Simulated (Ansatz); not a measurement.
# SiO2: the cost of one run

Computed with Ansatz 0.2.0 (DFT r2SCAN, scalar-relativistic, plane waves, PAW).

## (1) Starting point

The structure is tetragonal, space group I4_1/amd (No. 141). Conventional cell: a = 3.797 Å, b = 3.797 Å, c = 9.662 Å, α = 90.00°, β = 90.00°, γ = 90.00°. Ti (site symmetry -4m2) has 6 O at 1.95 to 1.99 Å as nearest neighbours. O (site symmetry 2mm) is surrounded by 3 Ti at 1.95 to 1.99 Å.

Structure file:

```
CELL_PARAMETERS angstrom
-1.89828 1.89828 4.83112
1.89828 -1.89828 4.83112
1.89828 1.89828 -4.83112
ATOMIC_POSITIONS crystal
Ti 0.00000 0.00000 0.00000
Ti 0.75000 0.25000 0.50000
O 0.95612 0.45612 0.50000
O 0.20612 0.20612 0.00000
O 0.54388 0.04388 0.50000
O 0.79388 0.79388 0.00000
```

It goes back to an entry of the Materials Project.

It is the result of an earlier relaxation at this level (volume 11.61 Å³/atom; gap on the mesh: 3.13 eV).

## (2) Ti → Si: the starting cell

SiO2 starts from the relaxed positions of TiO2, with all lengths scaled by 0.892, a guess from tabulated radii.

## (3) Quick check of gap, pressure and forces (SiO2)

Contents of input.yaml:

```yaml
crystal:
  lattice:
    - [-1.6926609133, 1.6926609133, 4.3078076007]
    - [1.6926609133, -1.6926609133, 4.3078076007]
    - [1.6926609133, 1.6926609133, -4.3078076007]
  atoms:
    - { symbol: Si, position: [0.0, 0.0, 0.0] }
    - { symbol: Si, position: [0.75, 0.25, 0.5] }
    - { symbol: O, position: [0.9561225804, 0.4561225804, 0.5] }
    - { symbol: O, position: [0.2061225804, 0.2061225804, 0.0] }
    - { symbol: O, position: [0.5438774196, 0.0438774196, 0.5] }
    - { symbol: O, position: [0.7938774196, 0.7938774196, 0.0] }
basis:
  ecutwfc: 500
kpoints:
  mp_grid: { grid: [8, 8, 8] }
hamiltonian:
  xc: r2scan
scf:
  occupations: { method: gaussian, width: 0.1 }
output:
  forces: true
  stress: true
  eigenvalues: true
```

Run with:

```
$ ansatz run input.yaml --threads 1 --pin off --max-ram 2560MiB --backend cpu --events-out ev --progress --plain --runs-dir out
```

**Question.** How long does this run take on 1 thread of AMD EPYC 7R43 (Zen 3), shared host, and how much memory does it need?

About 8.4 s, with a peak of 0.46 GiB.
